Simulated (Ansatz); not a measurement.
Wanted: the native input for an Ansatz 0.2.0 run.

```yaml
Task: band structure
Functional: PBEsol
Potentials_or_basis: Ansatz PAW
Cutoff: "420 eV (not typed: the program's choice for these potentials)"
k_mesh: 9 × 9 × 9
Occupations: fermi-dirac, width 0.05 eV
Spin: no spin polarisation
Hubbard_terms: Ti d U = 2 eV
Path: "[[\"G\", \"X\", \"Y\", \"S\", \"G\", \"Z\", \"S1\", \"N\", \"P\", \"Y1\", \"Z\"], [\"X\", \"P\"]]"
Points_for_each_segment_of_the_path: 10
Hubbard_projectors: ortho-atomic (the default)
Double_counting: fll (the default)
```

The system is Ti3O4.

```xyz
7
Lattice="-2.0659 2.0659 4.0891 2.0659 -2.0659 4.0891 2.0659 2.0659 -4.0891" Properties=species:S:1:pos:R:3 pbc="T T T"
Ti    0.0000    2.0659    2.0446
Ti    0.0000    0.0000    4.0891
Ti    2.0659    0.0000    2.0446
O     0.0000    0.0000    6.1818
O     0.0000    2.0659    0.0000
O     0.0000    0.0000    1.9964
O     2.0659    0.0000    0.0000
```

The cell comes from a database or a generator and needn't be the stable form of this composition.

These files were run (other wordings do the same):

input.yaml

```yaml
crystal:
  lattice:
    - [-2.06590889, 2.06590889, 4.08913398]
    - [2.06590889, -2.06590889, 4.08913398]
    - [2.06590889, 2.06590889, -4.08913398]
  atoms:
    - { symbol: Ti, position: [0.75, 0.25, 0.5] }
    - { symbol: Ti, position: [0.5, 0.5, 0.0] }
    - { symbol: Ti, position: [0.25, 0.75, 0.5] }
    - { symbol: O, position: [0.75588486, 0.75588486, 0.0] }
    - { symbol: O, position: [0.5, 0.0, 0.5] }
    - { symbol: O, position: [0.24411514, 0.24411514, 0.0] }
    - { symbol: O, position: [0.0, 0.5, 0.5] }
hamiltonian:
  xc: pbesol
  pseudopotentials: { kind: paw }
  hubbard: { sites: [{ species: Ti, l: d, u_eff: 2.0 }] }
kpoints:
  mp_grid: { grid: [9, 9, 9] }
  band_path:
    path:
      - [[0.0, 0.0, 0.0], [0.0, 0.0, 0.5], [-0.1276232067, 0.1276232067, 0.5], [-0.3138116033, 0.3138116033, 0.3138116033], [0.0, 0.0, 0.0], [0.5, 0.5, -0.5], [0.3138116033, 0.6861883967, -0.3138116033], [0.0, 0.5, 0.0], [0.25, 0.25, 0.25], [0.5, 0.5, -0.1276232067], [0.5, 0.5, -0.5]]
      - [[0.0, 0.0, 0.5], [0.25, 0.25, 0.25]]
    npoints: 10
scf:
  occupations: { method: fermi_dirac, width: 0.05 }
  n_extra_bands: 17
output:
  forces: true
  stress: true
  eigenvalues: true
  fatbands: false
  write_density: true
  write_potential: true
  elf: true
  volumetric_format: npy
```

Potentials or basis: Ansatz PAW.

The run is started by

```bash
$ ansatz run input.yaml --threads 4 --pin off --max-ram 11264MiB --backend cpu --events-out ev --progress --plain --runs-dir out
```

It gave:

The pressure is -3.1 GPa and the largest force is 0.044 eV/Å. The band gap on the k mesh is none (metal or under the smearing width).

Caveat: the pressure holds a Pulay correction of +0.7 GPa for the finite cutoff; U without spin polarisation on a metal has little footing; the PAW data sets come from PBE, with cores solved anew for the run's functional, which leaves a small shift of forces and pressure.

Wall time 11 s on 4 threads of Arm Neoverse V2 (shared host), peak memory 0.72 GiB.
